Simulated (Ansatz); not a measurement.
# Relaxed lattice of Al$_{2}$Ru against the cutoff

Method: Ansatz 0.2.0, DFT PBEsol, scalar-relativistic, plane waves, PAW. Each run relaxes cell and atoms to zero pressure from this start:

```cif
data_structure
_symmetry_space_group_name_H-M 'P 1'
_symmetry_Int_Tables_number 1
_cell_length_a 4.7638
_cell_length_b 4.7638
_cell_length_c 4.7638
_cell_angle_alpha 141.758
_cell_angle_beta 141.758
_cell_angle_gamma 55.193
_cell_volume 41.12
loop_
_atom_site_label
_atom_site_type_symbol
_atom_site_fract_x
_atom_site_fract_y
_atom_site_fract_z
_atom_site_occupancy
Al1 Al 0.65920 0.65920 0.00000 1
Al2 Al 0.34080 0.34080 0.00000 1
Ru1 Ru 0.00000 0.00000 0.00000 1
```

The Γ-centred k-mesh is 18×18×18 and the occupation rule is Gaussian smearing, 0.1 eV. The spin treatment is unpolarised.

Lengths are those of the conventional cell, space group I4/mmm. The stress that the relaxation follows holds a correction for the finite cutoff (Pulay stress).

```csv
cutoff (eV),a (Å),c (Å),volume (Å³/atom),gap on mesh (eV)
250,3.114,8.488,13.72,metal
300,3.128,8.428,13.74,metal
350,3.122,8.423,13.68,metal
650,3.121,8.423,13.68,metal
```

Cost: 4 runs of about 5.2 core-minutes in all, on Arm Neoverse V2 (shared hosts).